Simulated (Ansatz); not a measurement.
(001) slab cut from the bulk of CuO, Cccm (No. 66); the slab's formula is Cu6O7:

```yaml
crystal:
  lattice:
    - [2.94870, 0.00000, 0.00000]
    - [-0.00819, 2.94869, 0.00000]
    - [0.00000, 0.00000, 30.45379]
  atoms:
    - { symbol: O, position: [0.50000, 0.50000, 0.24627] }
    - { symbol: Cu, position: [0.50000, 0.00000, 0.28856] }
    - { symbol: O, position: [0.50000, 0.50000, 0.33085] }
    - { symbol: Cu, position: [0.00000, 0.50000, 0.37314] }
    - { symbol: O, position: [0.50000, 0.50000, 0.41542] }
    - { symbol: Cu, position: [0.50000, 0.00000, 0.45771] }
    - { symbol: O, position: [0.50000, 0.50000, 0.50000] }
    - { symbol: Cu, position: [0.00000, 0.50000, 0.54229] }
    - { symbol: O, position: [0.50000, 0.50000, 0.58458] }
    - { symbol: Cu, position: [0.50000, 0.00000, 0.62686] }
    - { symbol: O, position: [0.50000, 0.50000, 0.66915] }
    - { symbol: Cu, position: [0.00000, 0.50000, 0.71144] }
    - { symbol: O, position: [0.50000, 0.50000, 0.75373] }
```

Theory: DFT PBE, scalar-relativistic, plane waves, PAW (Ansatz). Settings: cutoff 420 eV, Γ-centred mesh 12×12×1 on the computed 13-atom cell, Gaussian smearing of 0.10 eV; no spin polarisation. The cell repeats along c with a dipole correction in the vacuum.

Question: What forces act on the atoms?

Answer:
| atom | Fx (eV/Å) | Fy (eV/Å) | Fz (eV/Å) |
| --- | --- | --- | --- |
| O1 | 0.000 | 0.000 | 2.198 |
| Cu2 | 0.000 | 0.000 | -1.913 |
| O3 | 0.000 | 0.000 | -0.247 |
| Cu4 | 0.000 | 0.000 | -0.059 |
| O5 | 0.000 | 0.000 | 0.077 |
| Cu6 | 0.000 | 0.000 | -0.091 |
| O7 | 0.000 | 0.000 | 0.000 |
| Cu8 | 0.000 | 0.000 | 0.091 |
| O9 | 0.000 | 0.000 | -0.077 |
| Cu10 | 0.000 | 0.000 | 0.059 |
| O11 | 0.000 | 0.000 | 0.247 |
| Cu12 | 0.000 | 0.000 | 1.913 |
| O13 | 0.000 | 0.000 | -2.198 |

Spin polarisation was left out, and a magnetic state may lie lower.

The reference crystal is a form of CuO, which isn't its usual structure.

Cost: 1 run of about 2.9 core-minutes, on Intel Xeon (Ice Lake) (shared hosts).